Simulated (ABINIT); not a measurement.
# BeTe (F-43m) in ABINIT: further runs

One crystal, BeTe, is run at these levels: PBE, HSE06; tasks: single point.

Program: ABINIT 10.8.3 (patched build). These are calculated values, not measurements. Logs are shortened: lines on timing, memory, paths and dates and some standing lists are left out, and cuts for length are marked. The log counts tension as positive stress, the text compression.

**1. The structure**

The structure is cubic, space group F-43m (No. 216). The conventional cell has a = 5.540 Å, b = 5.540 Å, c = 5.540 Å, α = 90.00°, β = 90.00°, γ = 90.00°. Te (site symmetry -43m) has 4 Be at 2.40 Å as nearest neighbours. Be (site symmetry -43m) is surrounded by 4 Te at 2.40 Å.

**2. Single point, PBE**

The input, run.abi:

```
# Pseudopotentials
pp_dirpath "./"
pseudos "Te_ONCV_PBE-1.2.upf, Be_ONCV_PBE-1.2.upf"

# Structure
acell 3*1.0
rprim
     0.0000000000     5.2345413652     5.2345413652
     5.2345413652     0.0000000000     5.2345413652
     5.2345413652     5.2345413652     0.0000000000
ntypat 2
znucl 52 4
natom 2
typat 1 2
xcart
     7.8518120478     7.8518120478     7.8518120478
     0.0000000000     0.0000000000     0.0000000000

# Plane-wave basis
ecut 26.0

# k points
kptopt 1
ngkpt 6 6 6
nshiftk 1
shiftk 0.0 0.0 0.0

# Exchange and correlation
ixc 11

# Bands and occupations
nband 12
occopt 1

# SCF cycle
nstep 100
tolvrs 1.0e-10
diemac 6.0

# Output
iomode 3
prtwf 0
prtden 0
prteig 0
prtebands 0
enunit 1
prtvol 2
```

Potentials or basis: SG15 NC PBE v1.2.

Started as:

```
$ mpirun --bind-to none -np 8 abinit run.abi > log 2>&1
```

run.abo:

```text
.Version 10.8.3 of ABINIT
 Symmetries : space group F-4 3 m (#216); Bravais cF (face-center cubic)
================================================================================
 Values of the parameters that define the memory need of the present run
     intxc =       0    ionmov =       0      iscf =       7    lmnmax =       6
     lnmax =       6     mgfft =      36  mpssoang =       3    mqgrid =    3001
     natom =       2  nloc_mem =       1    nspden =       1   nspinor =       1
    nsppol =       1      nsym =      24    n1xccc =       0    ntypat =       2
    occopt =       1   xclevel =       2
       mpw =        1853          nfft =       46656          nkpt =          16
================================================================================
================================================================================

--------------------------------------------------------------------------------
------------- Echo of variables that govern the present computation ------------
--------------------------------------------------------------------------------
 -outvars: echo values of preprocessed input variables --------
            acell      1.0000000000E+00  1.0000000000E+00  1.0000000000E+00 Bohr
              amu      1.27600000E+02  9.01218200E+00
           diemac      6.00000000E+00
             ecut      2.60000000E+01 Hartree
           enunit           1
              ixc          11
         kptrlatt        6    0    0      0    6    0      0    0    6
          kptrlen      4.44165563E+01
            natom           2
            nband          12
            ngfft          36      36      36
             nkpt          16
            nstep         100
             nsym          24
           ntypat           2
           prtden           0
        prtebands           0
           prteig           0
           prtvol           2
            prtwf           0
            rprim      0.0000000000E+00  5.2345413652E+00  5.2345413652E+00
                       5.2345413652E+00  0.0000000000E+00  5.2345413652E+00
                       5.2345413652E+00  5.2345413652E+00  0.0000000000E+00
          spgroup         216
           tolvrs      1.00000000E-10
            typat      1  2
           xangst      4.1549999972E+00  4.1549999972E+00  4.1549999972E+00
                       0.0000000000E+00  0.0000000000E+00  0.0000000000E+00
            xcart      7.8518120478E+00  7.8518120478E+00  7.8518120478E+00
                       0.0000000000E+00  0.0000000000E+00  0.0000000000E+00
             xred      7.5000000000E-01  7.5000000000E-01  7.5000000000E-01
                       0.0000000000E+00  0.0000000000E+00  0.0000000000E+00
            znucl       52.00000    4.00000

================================================================================

 chkinp: Checking input parameters for consistency.

================================================================================
== DATASET  1 ==================================================================

--- !DatasetInfo
iteration_state: {dtset: 1, }
dimensions: {natom: 2, nkpt: 16, mband: 12, nsppol: 1, nspinor: 1, nspden: 1, mpw: 1853, }
cutoff_energies: {ecut:  26.0, pawecutdg:  -1.0, }
electrons: {nelect:   2.00000000E+01, charge:   0.00000000E+00, occopt:   1.00000000E+00, tsmear:   1.00000000E-02, }
meta: {optdriver: 0, ionmov: 0, optcell: 0, iscf: 7, paral_kgb: 0, }
...

 Exchange-correlation functional for the present dataset will be:
  GGA: Perdew-Burke-Ernzerhof functional - ixc=11
  J.P.Perdew, K.Burke, M.Ernzerhof, PRL 77, 3865 (1996)

 Real(R)+Recip(G) space primitive vectors, cartesian coordinates (Bohr,Bohr^-1):
 R(1)=  0.0000000  5.2345414  5.2345414  G(1)= -0.0955194  0.0955194  0.0955194
 R(2)=  5.2345414  0.0000000  5.2345414  G(2)=  0.0955194 -0.0955194  0.0955194
 R(3)=  5.2345414  5.2345414  0.0000000  G(3)=  0.0955194  0.0955194 -0.0955194
 Unit cell volume ucvol=  2.8685730E+02 bohr^3
 Angles (23,13,12)=  6.00000000E+01  6.00000000E+01  6.00000000E+01 degrees

 getcut: wavevector=  0.0000  0.0000  0.0000  ngfft=  36  36  36
         ecut(hartree)=     26.000   => boxcut(ratio)=   2.11864

--- Pseudopotential description ------------------------------------------------
- pspini: atom type   1  psp file is ./Te_ONCV_PBE-1.2.upf
12 -101130 2 -1 602                           pspcod,pspxc,lmax,lloc,mmax
     nproj     2     2     2

- pspini: atom type   2  psp file is ./Be_ONCV_PBE-1.2.upf
12 -101130 1 -1 602                           pspcod,pspxc,lmax,lloc,mmax
     nproj     2     2     0

   1.01203631E+03                                ecore*ucvol(ha*bohr**3)
[... 51 lines left out ...]
- [ -0.00000000E+00,  -0.00000000E+00,  -0.00000000E+00, ]
- [ -0.00000000E+00,  -0.00000000E+00,  -0.00000000E+00, ]
force_length_stats: {min:   0.00000000E+00, max:   0.00000000E+00, mean:   0.00000000E+00, }
...

 Integrated electronic density in atomic spheres:
 ------------------------------------------------
 Atom  Sphere_radius  Integrated_density
    1        2.00000         11.97906109
    2        2.00000          3.06943921
================================================================================

 ----iterations are completed or convergence reached----

 Mean square residual over all n,k,spin=   36.470E-09; max=  32.001E-07
   0.0000  0.0000  0.0000    1  3.20868E-08 kpt; spin; max resid(k); each band:
  1.81E-18 2.06E-17 1.67E-17 3.18E-17 3.38E-18 3.35E-18 3.48E-17 8.18E-17
  5.08E-17 2.94E-17 2.62E-14 3.21E-08
   0.1667  0.0000  0.0000    1  3.41717E-07 kpt; spin; max resid(k); each band:
  5.51E-18 2.38E-17 5.26E-18 3.20E-17 4.18E-18 3.65E-18 2.75E-16 2.57E-16
  5.18E-17 5.38E-17 3.42E-07 5.07E-13
   0.3333  0.0000  0.0000    1  2.31183E-11 kpt; spin; max resid(k); each band:
  8.36E-18 2.44E-17 3.10E-17 6.69E-18 5.80E-18 7.17E-18 2.24E-16 4.67E-16
  3.70E-17 2.62E-17 2.31E-11 3.40E-16
   0.5000  0.0000  0.0000    1  5.02751E-13 kpt; spin; max resid(k); each band:
  9.28E-18 2.51E-17 3.40E-17 4.12E-18 5.42E-18 9.71E-18 8.93E-17 6.19E-16
  1.61E-17 2.29E-17 5.03E-13 1.87E-16
   0.1667  0.1667  0.0000    1  3.20010E-06 kpt; spin; max resid(k); each band:
  4.55E-18 2.72E-17 1.20E-17 2.52E-17 5.93E-18 3.29E-18 2.94E-16 3.41E-16
  4.43E-17 5.14E-17 2.20E-14 3.20E-06
   0.3333  0.1667  0.0000    1  6.65754E-08 kpt; spin; max resid(k); each band:
  8.93E-18 3.60E-17 1.47E-17 5.99E-18 1.42E-17 3.46E-18 2.87E-16 3.92E-16
[... 16 lines left out ...]
  -0.3333  0.3333  0.0000    1  9.07691E-07 kpt; spin; max resid(k); each band:
  7.40E-18 3.87E-17 8.61E-18 4.98E-18 2.14E-17 4.16E-18 4.17E-17 3.24E-16
  6.94E-16 1.96E-17 8.28E-16 9.08E-07
   0.5000  0.5000  0.0000    1  7.01991E-16 kpt; spin; max resid(k); each band:
  9.13E-18 4.79E-17 5.13E-18 5.13E-18 2.84E-17 3.04E-18 1.14E-16 6.39E-16
  3.01E-17 3.01E-17 3.03E-16 7.02E-16
   0.5000  0.3333  0.1667    1  1.17309E-07 kpt; spin; max resid(k); each band:
  6.27E-18 3.64E-17 9.95E-18 7.28E-18 2.43E-17 4.16E-18 1.82E-16 4.89E-16
  3.28E-16 4.30E-16 1.11E-13 1.17E-07
  -0.3333  0.3333  0.1667    1  1.11411E-14 kpt; spin; max resid(k); each band:
  7.79E-18 1.66E-17 3.06E-17 8.18E-18 1.75E-17 8.44E-18 5.74E-17 4.93E-16
  2.90E-16 4.91E-16 4.98E-15 1.11E-14
  -0.3333  0.5000  0.1667    1  1.24923E-15 kpt; spin; max resid(k); each band:
  8.23E-18 4.53E-17 6.90E-18 5.95E-18 2.62E-17 4.10E-18 4.89E-17 4.36E-16
  4.11E-16 5.47E-16 1.25E-15 9.86E-16
 reduced coordinates (array xred) for    2 atoms
       0.750000000000      0.750000000000      0.750000000000
       0.000000000000      0.000000000000      0.000000000000
 rms dE/dt=  0.0000E+00; max dE/dt=  0.0000E+00; dE/dt below (all hartree)
    1       0.000000000000      0.000000000000      0.000000000000
    2       0.000000000000      0.000000000000      0.000000000000

 cartesian coordinates (angstrom) at end:
    1      4.15499999717058     4.15499999717058     4.15499999717058
    2      0.00000000000000     0.00000000000000     0.00000000000000

 cartesian forces (hartree/bohr) at end:
    1     -0.00000000000000    -0.00000000000000    -0.00000000000000
    2     -0.00000000000000    -0.00000000000000    -0.00000000000000
 frms,max,avg= 0.0000000E+00 0.0000000E+00   0.000E+00  0.000E+00  0.000E+00 h/b

 cartesian forces (eV/Angstrom) at end:
    1     -0.00000000000000    -0.00000000000000    -0.00000000000000
    2     -0.00000000000000    -0.00000000000000    -0.00000000000000
 frms,max,avg= 0.0000000E+00 0.0000000E+00   0.000E+00  0.000E+00  0.000E+00 e/A
 length scales=  1.000000000000  1.000000000000  1.000000000000 bohr
              =  0.529177210544  0.529177210544  0.529177210544 angstroms
 Fermi (or HOMO) energy (eV) =   4.24368   Average Vxc (eV)=  -9.71209
 Eigenvalues (   eV  ) for nkpt=  16  k points:
 kpt#   1, nband= 12, wtk=  0.00463, kpt=  0.0000  0.0000  0.0000 (reduced coord)
 -96.15972  -32.15930  -32.15930  -32.15930  -32.14288  -32.14288   -8.38858    4.24368
   4.24368    4.24368    7.84976    7.84976
 kpt#   2, nband= 12, wtk=  0.03704, kpt=  0.1667  0.0000  0.0000 (reduced coord)
 -96.15972  -32.15866  -32.15830  -32.15830  -32.14274  -32.14274   -8.11128    2.15602
   3.83224    3.83224    7.84001    8.43446
 kpt#   3, nband= 12, wtk=  0.03704, kpt=  0.3333  0.0000  0.0000 (reduced coord)
 -96.15972  -32.15741  -32.15659  -32.15659  -32.14219  -32.14219   -7.41003   -0.44347
   3.25582    3.25582    7.59024    8.89747
 kpt#   4, nband= 12, wtk=  0.01852, kpt=  0.5000  0.0000  0.0000 (reduced coord)
 -96.15971  -32.15678  -32.15590  -32.15590  -32.14174  -32.14174   -6.92243   -1.60806
   3.03167    3.03167    7.48896    8.84947
 kpt#   5, nband= 12, wtk=  0.02778, kpt=  0.1667  0.1667  0.0000 (reduced coord)
 -96.15972  -32.15972  -32.15728  -32.15728  -32.14346  -32.14206   -8.01821    2.51409
   3.14715    3.14715    7.23484    9.51191
 kpt#   6, nband= 12, wtk=  0.11111, kpt=  0.3333  0.1667  0.0000 (reduced coord)
 -96.15972  -32.15910  -32.15554  -32.15541  -32.14356  -32.14137   -7.44760    0.36972
[... 16 lines left out ...]
 kpt#  12, nband= 12, wtk=  0.05556, kpt= -0.3333  0.3333  0.0000 (reduced coord)
 -96.15971  -32.15752  -32.15394  -32.15314  -32.14324  -32.14136   -6.51044   -0.64862
   0.00207    2.17140    7.24180   11.22722
 kpt#  13, nband= 12, wtk=  0.01389, kpt=  0.5000  0.5000  0.0000 (reduced coord)
 -96.15971  -32.16099  -32.15119  -32.15119  -32.14529  -32.13959   -6.38347   -1.12679
   1.41848    1.41848    6.11282    6.87011
 kpt#  14, nband= 12, wtk=  0.11111, kpt=  0.5000  0.3333  0.1667 (reduced coord)
 -96.15971  -32.15828  -32.15486  -32.15330  -32.14366  -32.14103   -6.87505   -0.35500
   0.99010    2.11400    8.22658    9.23536
 kpt#  15, nband= 12, wtk=  0.11111, kpt= -0.3333  0.3333  0.1667 (reduced coord)
 -96.15971  -32.15642  -32.15587  -32.15234  -32.14331  -32.14127   -6.51014   -0.85610
   0.54306    1.65968    8.73499    9.08463
 kpt#  16, nband= 12, wtk=  0.05556, kpt= -0.3333  0.5000  0.1667 (reduced coord)
 -96.15971  -32.15857  -32.15364  -32.15121  -32.14431  -32.14054   -6.35381   -0.76819
   0.63121    0.93406    7.96526    8.55051
 Total charge density [el/Bohr^3]
)     Maximum=    2.2044E+00  at reduced coord.    0.0000    0.0000    0.0000
)Next maximum=    1.9170E+00  at reduced coord.    0.0000    0.0278    0.9722
)     Minimum=    2.3581E-03  at reduced coord.    0.2500    0.2500    0.2500
)Next minimum=    2.4038E-03  at reduced coord.    0.2500    0.2500    0.2222
   Integrated=    2.0000E+01

--- !EnergyTerms
iteration_state     : {dtset: 1, }
comment             : Components of total free energy in Hartree
kinetic             :  5.02264121707051E+01
hartree             :  2.40595935630974E+01
xc                  : -1.13706814437514E+01
Ewald energy        : -6.44626813580914E+01
psp_core            :  3.52801311358850E+00
local_psp           : -6.80392823291992E+01
non_local_psp       : -3.46615319977508E+01
total_energy        : -1.00720158281402E+02
total_energy_eV     : -2.74073512975157E+03
band_energy         : -1.91278935509481E+01
...

 Cartesian components of stress tensor (hartree/bohr^3)
  sigma(1 1)= -1.45436824E-04  sigma(3 2)=  0.00000000E+00
  sigma(2 2)= -1.45436824E-04  sigma(3 1)=  0.00000000E+00
  sigma(3 3)= -1.45436824E-04  sigma(2 1)=  0.00000000E+00

-Cartesian components of stress tensor (GPa)         [Pressure=  4.2789E+00 GPa]
- sigma(1 1)= -4.27889908E+00  sigma(3 2)=  0.00000000E+00
- sigma(2 2)= -4.27889908E+00  sigma(3 1)=  0.00000000E+00
- sigma(3 3)= -4.27889908E+00  sigma(2 1)=  0.00000000E+00

== END DATASET(S) ==============================================================
================================================================================

 -outvars: echo values of variables after computation  --------
            acell      1.0000000000E+00  1.0000000000E+00  1.0000000000E+00 Bohr
           etotal     -1.0072015828E+02
            fcart     -0.0000000000E+00 -0.0000000000E+00 -0.0000000000E+00
                      -0.0000000000E+00 -0.0000000000E+00 -0.0000000000E+00
            rprim      0.0000000000E+00  5.2345413652E+00  5.2345413652E+00
                       5.2345413652E+00  0.0000000000E+00  5.2345413652E+00
                       5.2345413652E+00  5.2345413652E+00  0.0000000000E+00
           strten     -1.4543682369E-04 -1.4543682369E-04 -1.4543682369E-04
                       0.0000000000E+00  0.0000000000E+00  0.0000000000E+00
           xangst      4.1549999972E+00  4.1549999972E+00  4.1549999972E+00
                       0.0000000000E+00  0.0000000000E+00  0.0000000000E+00
             xred      7.5000000000E-01  7.5000000000E-01  7.5000000000E-01
                       0.0000000000E+00  0.0000000000E+00  0.0000000000E+00
 Calculation completed.
```

It took 5.3 s on 8 MPI ranks of AMD EPYC 7R43 (Zen 3), shared host; peak memory 0.48 GiB.

What came out:

| Quantity | Value |
| --- | --- |
| Free energy | -2740.7351 eV |
| Pressure | 4.3 GPa |
| Band gap on the k mesh | 1.87 eV, indirect (least direct gap 3.61 eV) |
| Valence electrons inside the program's atomic spheres | Te 11.98; Be 3.07 |

Caveat: spin-orbit coupling is left out, which moves the levels of the heavy elements. Expect the measured gap to be larger: semilocal functionals such as PBE lack the derivative discontinuity.

(Part 1 of 2 ends here.)
